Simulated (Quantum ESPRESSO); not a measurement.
# CoPd: parallel moments in the primitive cell

Aim: the moments that CoPd holds when they start parallel.

Main program and level: Quantum ESPRESSO 7.5; PBE; plane waves with GBRV 1.5 PBE potentials, no spin-orbit coupling.

## (1) The starting structure

The structure is orthorhombic, space group Pmm2 (No. 25). Conventional cell: a = 3.718 Å, b = 3.718 Å, c = 7.435 Å, α = 90.00°, β = 90.00°, γ = 90.00°. Nearest to Pd lie 10 Co at 2.63 Å and 2 Pd at 2.63 Å. Co has 6 Co at 2.63 Å and 6 Pd at 2.63 Å nearest. Nearest to Pd lie 6 Co at 2.63 Å and 6 Pd at 2.63 Å. Nearest to Co lie 10 Pd at 2.63 Å and 2 Co at 2.63 Å. Pd has 6 Pd at 2.63 Å and 6 Co at 2.63 Å nearest. Pd has 6 Pd at 2.63 Å and 6 Co at 2.63 Å nearest. Farther neighbours are not listed.

The cell was typed by rule, not taken from a database of measured structures.

## (2) Run 1, typed as ferro ++++

The signs are those of the starting moments on the seeded atoms, the atoms that are given a moment.

File pw.in:

```
&CONTROL
  calculation = 'scf'
  prefix = 'pwscf'
  outdir = './tmp'
  pseudo_dir = './pseudo'
  disk_io = 'nowf'
/
&SYSTEM
  ibrav = 0
  celldm(1) = 8
  nat = 8
  ntyp = 2
  ecutwfc = 40
  ecutrho = 280
  nbnd = 85
  occupations = 'smearing'
  smearing = 'fd'
  degauss = 0.00367493
  nspin = 2
  starting_magnetization(1) = 0
  starting_magnetization(2) = 0.1
/
&ELECTRONS
  conv_thr = 1.6d-08
  electron_maxstep = 150
  mixing_beta = 0.3
/
ATOMIC_SPECIES
Pd    106.4200 pd_pbe_v1.4.uspp.F.UPF
Co     58.9332 co_pbe_v1.2.uspp.F.UPF
CELL_PARAMETERS alat
   0.8781321085370    0.0000000000000    0.0000000000000
   0.0000000000000    0.8781321085370    0.0000000000000
   0.0000000000000    0.0000000000000    1.7562642170741
ATOMIC_POSITIONS crystal
Pd      0.0000000000    0.0000000000    0.0000000000
Co      0.5000000000    0.5000000000    0.0000000000
Pd      0.5000000000    0.0000000000    0.2500000000
Co      0.0000000000    0.5000000000    0.2500000000
Pd      0.0000000000    0.0000000000    0.5000000000
Pd      0.5000000000    0.5000000000    0.5000000000
Co      0.5000000000    0.0000000000    0.7500000000
Co      0.0000000000    0.5000000000    0.7500000000
K_POINTS automatic
9 9 5 0 0 0
```

On the command line:

```sh
$ OMP_NUM_THREADS=1 mpirun -n 4 pw.x -nk 4 -in pw.in > pw.out
```

The log of the run:

```text
Program PWSCF v.7.5 starts

     Message from routine setup:
     using ibrav=0 with symmetry is DISCOURAGED, use correct ibrav instead

     K-points division:     npool     =       4
     Subspace diagonalization in iterative solution of the eigenvalue problem:

     G-vector sticks info
     --------------------
     sticks:   dense  smooth     PW     G-vecs:    dense   smooth      PW
     Sum        1101     633    185                54983    23641    3871

     Using Slab Decomposition

     bravais-lattice index     =            0
     lattice parameter (alat)  =       8.0000  a.u.
     unit-cell volume          =     693.3931 (a.u.)^3
     number of atoms/cell      =            8
     number of atomic types    =            2
     number of electrons       =       132.00
     number of Kohn-Sham states=           85
     kinetic-energy cutoff     =      40.0000  Ry
     charge density cutoff     =     280.0000  Ry
     scf convergence threshold =      1.6E-08
     mixing beta               =       0.3000
     number of iterations used =            8  plain     mixing
     Exchange-correlation= SLA  PW   PBE  PBE
                           (   1   4   3   4   0   0   0)

     celldm(1)=   8.000000  celldm(2)=   0.000000  celldm(3)=   0.000000
     celldm(4)=   0.000000  celldm(5)=   0.000000  celldm(6)=   0.000000

     crystal axes: (cart. coord. in units of alat)
               a(1) = (   0.878132   0.000000   0.000000 )
               a(2) = (   0.000000   0.878132   0.000000 )
               a(3) = (   0.000000   0.000000   1.756264 )

     reciprocal axes: (cart. coord. in units 2 pi/alat)
               b(1) = (  1.138781  0.000000  0.000000 )
               b(2) = (  0.000000  1.138781  0.000000 )
               b(3) = (  0.000000  0.000000  0.569390 )

     PseudoPot. # 1 for Pd read from file:
     pd_pbe_v1.4.uspp.F.UPF
     Pseudo is Ultrasoft + core correction, Zval = 16.0
     Generated by new atomic code, or converted to UPF format
     Using radial grid of  887 points,  6 beta functions with:
                l(1) =   0
                l(2) =   0
                l(3) =   1
                l(4) =   1
                l(5) =   2
                l(6) =   2
     Q(r) pseudized with  8 coefficients,  rinner =    1.130   1.130   1.130
                                                       1.130   1.130

     PseudoPot. # 2 for Co read from file:
     co_pbe_v1.2.uspp.F.UPF
     Pseudo is Ultrasoft + core correction, Zval = 17.0
     Generated by new atomic code, or converted to UPF format
     Using radial grid of  863 points,  6 beta functions with:
                l(1) =   0
                l(2) =   0
                l(3) =   1
                l(4) =   1
                l(5) =   2
                l(6) =   2
     Q(r) pseudized with  8 coefficients,  rinner =    1.200   1.200   1.200
                                                       1.200   1.200

     atomic species   valence    mass     pseudopotential
     Pd               16.00   106.42000     Pd( 1.00)
     Co               17.00    58.93320     Co( 1.00)

     Starting magnetic structure
     atomic species   magnetization
     Pd              0.000
     Co              0.100

      4 Sym. Ops. (no inversion) found

   Cartesian axes

     site n.     atom                  positions (alat units)
         1        Pd     tau(   1) = (   0.0000000   0.0000000   0.0000000  )
         2        Co     tau(   2) = (   0.4390661   0.4390661   0.0000000  )
         3        Pd     tau(   3) = (   0.4390661   0.0000000   0.4390661  )
         4        Co     tau(   4) = (   0.0000000   0.4390661   0.4390661  )
         5        Pd     tau(   5) = (   0.0000000   0.0000000   0.8781321  )
         6        Pd     tau(   6) = (   0.4390661   0.4390661   0.8781321  )
         7        Co     tau(   7) = (   0.4390661   0.0000000   1.3171982  )
         8        Co     tau(   8) = (   0.0000000   0.4390661   1.3171982  )

     number of k points=    75  Fermi-Dirac smearing, width (Ry)=  0.0037
                       cart. coord. in units 2pi/alat
        k(    1) = (   0.0000000   0.0000000   0.0000000), wk =   0.0024691
        k(    2) = (   0.0000000   0.0000000   0.1138781), wk =   0.0049383
        k(    3) = (   0.0000000   0.0000000   0.2277562), wk =   0.0049383
        k(    4) = (   0.0000000   0.1265312   0.0000000), wk =   0.0049383
        k(    5) = (   0.0000000   0.1265312   0.1138781), wk =   0.0098765
        [... 70 further k-points ...]

     Dense  grid:    54983 G-vectors     FFT dimensions: (  40,  40,  75)

     Smooth grid:    23641 G-vectors     FFT dimensions: (  30,  30,  60)

     Check: negative core charge=   -0.000023
     Generating pointlists ...
     new r_m :   0.2561 (alat units)  2.0491 (a.u.) for type    1
     new r_m :   0.2561 (alat units)  2.0491 (a.u.) for type    2

     Initial potential from superposition of free atoms

     starting charge     125.9999, renormalised to     132.0000

     negative rho (up, down):  1.615E-01 1.616E-01
     Starting wfcs are  100 randomized atomic wfcs

     Self-consistent Calculation

     iteration #  1     ecut=    40.00 Ry     beta= 0.30
     Davidson diagonalization with overlap
     ethr =  1.00E-02,  avg # of iterations =  2.6

     negative rho (up, down):  1.593E-01 1.594E-01

     total energy              =   -1975.80234443 Ry
     estimated scf accuracy    <      42.90377220 Ry

     total magnetization       =     3.62 Bohr mag/cell
     absolute magnetization    =     4.16 Bohr mag/cell

     iteration #  2     ecut=    40.00 Ry     beta= 0.30
     Davidson diagonalization with overlap
     ethr =  1.00E-02,  avg # of iterations =  4.1

     negative rho (up, down):  1.607E-01 1.608E-01

     total energy              =   -1972.34441114 Ry
     estimated scf accuracy    <     260.62301916 Ry

     total magnetization       =     1.66 Bohr mag/cell
     absolute magnetization    =     1.89 Bohr mag/cell

     iteration #  3     ecut=    40.00 Ry     beta= 0.30
     Davidson diagonalization with overlap
     ethr =  1.00E-02,  avg # of iterations =  3.1

     negative rho (up, down):  1.601E-01 1.602E-01

     total energy              =   -1983.97750333 Ry
     estimated scf accuracy    <      34.81695889 Ry

     total magnetization       =     0.84 Bohr mag/cell
     absolute magnetization    =     1.58 Bohr mag/cell

     [... further iterations left out ...]

     iteration # 30     ecut=    40.00 Ry     beta= 0.30
     Davidson diagonalization with overlap
     ethr =  6.02E-11,  avg # of iterations =  1.0

     negative rho (up, down):  1.634E-01 1.609E-01

     total energy              =   -1988.71224733 Ry
     estimated scf accuracy    <       0.00000006 Ry

     total magnetization       =     8.93 Bohr mag/cell
     absolute magnetization    =     9.84 Bohr mag/cell

     iteration # 31     ecut=    40.00 Ry     beta= 0.30
     Davidson diagonalization with overlap
     ethr =  4.81E-11,  avg # of iterations =  1.0

     negative rho (up, down):  1.634E-01 1.609E-01

     total energy              =   -1988.71224733 Ry
     estimated scf accuracy    <       0.00000003 Ry

     total magnetization       =     8.93 Bohr mag/cell
     absolute magnetization    =     9.84 Bohr mag/cell

     iteration # 32     ecut=    40.00 Ry     beta= 0.30
     Davidson diagonalization with overlap
     ethr =  2.62E-11,  avg # of iterations =  1.0

     negative rho (up, down):  1.634E-01 1.609E-01

     total energy              =   -1988.71224733 Ry
     estimated scf accuracy    <       0.00000002 Ry

     total magnetization       =     8.93 Bohr mag/cell
     absolute magnetization    =     9.84 Bohr mag/cell

     iteration # 33     ecut=    40.00 Ry     beta= 0.30
     Davidson diagonalization with overlap
     ethr =  1.67E-11,  avg # of iterations =  1.0

     negative rho (up, down):  1.634E-01 1.609E-01

     Magnetic moment per site  (integrated on atomic sphere of radius R)
     atom   1 (R=0.256)  charge= 14.2046  magn=  0.3659
     atom   2 (R=0.256)  charge= 15.7634  magn=  1.9967
     atom   3 (R=0.256)  charge= 14.2453  magn=  0.3399
     atom   4 (R=0.256)  charge= 15.7999  magn=  1.9562
     atom   5 (R=0.256)  charge= 14.2450  magn=  0.3536
     atom   6 (R=0.256)  charge= 14.2428  magn=  0.3529
     atom   7 (R=0.256)  charge= 15.7666  magn=  1.9867
     atom   8 (R=0.256)  charge= 15.7630  magn=  1.9804

     End of self-consistent calculation

     Number of k-points >= 100: set verbosity='high' to print the bands.

     the Fermi energy is    18.9975 ev

!    total energy              =   -1988.71224733 Ry
     estimated scf accuracy    <          4.3E-09 Ry
     smearing contrib. (-TS)   =      -0.00558044 Ry
     internal energy E=F+TS    =   -1988.70666689 Ry

     The total energy is F=E-TS. E is the sum of the following terms:
     one-electron contribution =    -819.95434372 Ry
     hartree contribution      =     509.45382352 Ry
     xc contribution           =    -256.31605430 Ry
     ewald contribution        =   -1421.89009240 Ry

     total magnetization       =     8.93 Bohr mag/cell
     absolute magnetization    =     9.84 Bohr mag/cell

     convergence has been achieved in  33 iterations

=------------------------------------------------------------------------------=
   JOB DONE.
=------------------------------------------------------------------------------=
```

It took 7.5 min on 4 MPI ranks of Arm Neoverse V2, shared host; peak memory 1.1 GiB; 30 min of CPU time.

Spin moment in the atom's sphere by atom:

```csv
atom,spin moment in the atom's sphere (μB)
Pd1,0.37
Co2,2.00
Pd3,0.34
Co4,1.96
Pd5,0.35
Pd6,0.35
Co7,1.99
Co8,1.98
```

Numbers from this step:

- smearing term TS: 0.07593 eV
- magnetization: 8.934 μB
- absolute magnetization: 9.84 μB
- final state: ferromagnetic

Spin density in the ac plane at fractional y = 0.000, with atoms of Pd and Co within 0.2 Å of it.

Ten even steps from '0' (0.0 e/Å³) to '9' (5.9 e/Å³), each cell a mean:
```
00000000000000
00000000000000
00000000000000
00000000000000
00000022100000
00000169510000
00000157410000
00000011100000
00000000000000
00000000000000
00000000000000
00000000000000
00000000000000
00000000000000
00000000000000
00000000000000
00000000000000
00000000000000
00000000000000
00000000000000
00000000000000
00000000000000
00000000000000
00000000000000
```
Columns run along a (3.7 Å), rows up along c (7.4 Å). Atoms in or near the plane, at fractional coordinates: Pd at (0.00, 0.00), Pd at (0.50, 0.25), Pd at (0.00, 0.50), Co at (0.50, 0.75).

Valence density in the ac plane at fractional y = 0.000, with atoms of Pd and Co within 0.2 Å of it. It is the smooth field of the valence electrons, not physical close to the nuclei.

Ten steps, logarithmic in the rise over the least value, from '_' (-2 e/Å³) to '@' (41 e/Å³), each cell a mean:
```
++##**==--------------==****
****++==--------------==++**
======------------------====
----------========----------
--------==++####**==--------
--------==##@@@@%%**==------
--------==**%%@@%%++==------
----------==****++==--------
==----------======----------
++====----------------====++
##**++==--------------==++**
..****==------------==++****
++##**==--------------==****
****++==--------------==++**
======--------==--------====
--------====++++====--------
--------==++**##**++==------
------==++****__****==------
--------==****++##**==------
--------==++******++==------
==--------==========--------
++====----------------====++
##**++==--------------==++**
__****==------------==++****
```
Columns run along a (3.7 Å), rows up along c (7.4 Å). Atoms in or near the plane, at fractional coordinates: Pd at (0.00, 0.00), Pd at (0.50, 0.25), Pd at (0.00, 0.50), Co at (0.50, 0.75).

## (3) Run 2, typed as no spin polarisation

pw.in, as its differences from that of step 2:

```diff
@@ -14,3 +14,3 @@
   ecutrho = 280
-  nbnd = 85
+  nbnd = 81
   occupations = 'smearing'
@@ -18,5 +18,2 @@
   degauss = 0.00367493
-  nspin = 2
-  starting_magnetization(1) = 0
-  starting_magnetization(2) = 0.1
 /
```

The log of the run:

```text
[banner, memory and clock lines left out]
Program PWSCF v.7.5 starts

     Message from routine setup:
     using ibrav=0 with symmetry is DISCOURAGED, use correct ibrav instead

     bravais-lattice index     =            0
     lattice parameter (alat)  =       8.0000  a.u.
     unit-cell volume          =     693.3931 (a.u.)^3
     number of atoms/cell      =            8
     number of atomic types    =            2
     number of electrons       =       132.00
     number of Kohn-Sham states=           81
     kinetic-energy cutoff     =      40.0000  Ry
     charge density cutoff     =     280.0000  Ry
     scf convergence threshold =      1.6E-08
     mixing beta               =       0.3000
     number of iterations used =            8  plain     mixing
     Exchange-correlation= SLA  PW   PBE  PBE
                           (   1   4   3   4   0   0   0)

     celldm(1)=   8.000000  celldm(2)=   0.000000  celldm(3)=   0.000000
     celldm(4)=   0.000000  celldm(5)=   0.000000  celldm(6)=   0.000000

     crystal axes: (cart. coord. in units of alat)
               a(1) = (   0.878132   0.000000   0.000000 )
               a(2) = (   0.000000   0.878132   0.000000 )
               a(3) = (   0.000000   0.000000   1.756264 )

     reciprocal axes: (cart. coord. in units 2 pi/alat)
               b(1) = (  1.138781  0.000000  0.000000 )
               b(2) = (  0.000000  1.138781  0.000000 )
               b(3) = (  0.000000  0.000000  0.569390 )

     PseudoPot. # 1 for Pd read from file:
     pd_pbe_v1.4.uspp.F.UPF
     Pseudo is Ultrasoft + core correction, Zval = 16.0

     PseudoPot. # 2 for Co read from file:
     co_pbe_v1.2.uspp.F.UPF
     Pseudo is Ultrasoft + core correction, Zval = 17.0

     atomic species   valence    mass     pseudopotential
     Pd               16.00   106.42000     Pd( 1.00)
     Co               17.00    58.93320     Co( 1.00)

      4 Sym. Ops. (no inversion) found

   Cartesian axes

     site n.     atom                  positions (alat units)
         1        Pd     tau(   1) = (   0.0000000   0.0000000   0.0000000  )
         2        Co     tau(   2) = (   0.4390661   0.4390661   0.0000000  )
         3        Pd     tau(   3) = (   0.4390661   0.0000000   0.4390661  )
         4        Co     tau(   4) = (   0.0000000   0.4390661   0.4390661  )
         5        Pd     tau(   5) = (   0.0000000   0.0000000   0.8781321  )
         6        Pd     tau(   6) = (   0.4390661   0.4390661   0.8781321  )
         7        Co     tau(   7) = (   0.4390661   0.0000000   1.3171982  )
         8        Co     tau(   8) = (   0.0000000   0.4390661   1.3171982  )

     number of k points=    75  Fermi-Dirac smearing, width (Ry)=  0.0037
                       cart. coord. in units 2pi/alat
        k(    1) = (   0.0000000   0.0000000   0.0000000), wk =   0.0049383
        k(    2) = (   0.0000000   0.0000000   0.1138781), wk =   0.0098765
        k(    3) = (   0.0000000   0.0000000   0.2277562), wk =   0.0098765
        k(    4) = (   0.0000000   0.1265312   0.0000000), wk =   0.0098765
        k(    5) = (   0.0000000   0.1265312   0.1138781), wk =   0.0197531
        [... 70 further k-points ...]

     Dense  grid:    54983 G-vectors     FFT dimensions: (  40,  40,  75)

     Smooth grid:    23641 G-vectors     FFT dimensions: (  30,  30,  60)

     Check: negative core charge=   -0.000023

     Initial potential from superposition of free atoms

     starting charge     125.9999, renormalised to     132.0000

     negative rho (up, down):  3.231E-01 0.000E+00
     Starting wfcs are  100 randomized atomic wfcs

     Self-consistent Calculation

     iteration #  1     ecut=    40.00 Ry     beta= 0.30
     Davidson diagonalization with overlap
     ethr =  1.00E-02,  avg # of iterations =  2.0

     negative rho (up, down):  3.186E-01 0.000E+00

     total energy              =   -1973.74732273 Ry
     estimated scf accuracy    <      46.95954017 Ry

     iteration #  2     ecut=    40.00 Ry     beta= 0.30
     Davidson diagonalization with overlap
     ethr =  1.00E-02,  avg # of iterations =  5.4

     negative rho (up, down):  3.216E-01 0.000E+00

     total energy              =   -1971.12663522 Ry
     estimated scf accuracy    <     308.87013280 Ry

     [... further iterations left out ...]

     iteration # 25     ecut=    40.00 Ry     beta= 0.30
     Davidson diagonalization with overlap
     ethr =  2.59E-10,  avg # of iterations =  1.0

     negative rho (up, down):  3.244E-01 0.000E+00

     total energy              =   -1988.57539512 Ry
     estimated scf accuracy    <       0.00000432 Ry

     iteration # 26     ecut=    40.00 Ry     beta= 0.30
     Davidson diagonalization with overlap
     ethr =  2.59E-10,  avg # of iterations =  1.0

     negative rho (up, down):  3.244E-01 0.000E+00

     End of self-consistent calculation

     [... lines left out ...]
     the Fermi energy is    18.7469 ev

!    total energy              =   -1988.57539518 Ry
     estimated scf accuracy    <       0.00000001 Ry
     smearing contrib. (-TS)   =      -0.01442139 Ry
     internal energy E=F+TS    =   -1988.56097379 Ry

     The total energy is F=E-TS. E is the sum of the following terms:
     one-electron contribution =    -820.41959106 Ry
     hartree contribution      =     509.66482159 Ry
     xc contribution           =    -255.91611192 Ry
     ewald contribution        =   -1421.89009240 Ry

     convergence has been achieved in  26 iterations
```

The job ended after 3 min (4 MPI ranks; peak memory 0.72 GiB; 12 min of CPU time).

Numbers from this step:

```yaml
smearing_term_ts: 0.1962 eV
final_state: non-magnetic (no spin polarisation)
```

## (4) The states side by side

An order is kept where moments of 0.15 μB or more survive with the typed signs; meshes match where a doubled cell samples the same k points as the first cell.

Orders:

```csv
start,final state,typed order kept,energy over the lowest (meV a seeded atom),largest site moment (μB),net moment (μB a cell of the first run),mesh matched,CPU time (s)
ferro ++++,ferromagnetic,yes,0,1.997,8.934,yes,1800
no spin polarisation,non-magnetic,-,465.5,0,0,yes,709.6
```

## (5) Results

```json
{
 "state found": "ferromagnetic (from ferro ++++)",
 "largest site moment": "2.00 μB",
 "state without moments": "465 meV a seeded atom higher"
}
```

In words: No opposed start was run, so this says nothing of the order that the crystal takes. The cell was built by rule and the atoms were not relaxed, which can move these energies.

[Logs and program files are shortened in this print: banners, set-up blocks, solver, clock and traceback lines can be left out without a mark of their own.]

[Logs are printed without paths, hosts, clocks, repeated set-up lines and the standing remarks that a program may print on its own settings, such as how far it seeks lower states.]

[Hosts, paths, dates, database ids (printed as entryN), source tags and the programs' standing remarks are cut or masked in the printed files.]

[Where a cell is said to come from a database of computed structures, the database is the Materials Project.]
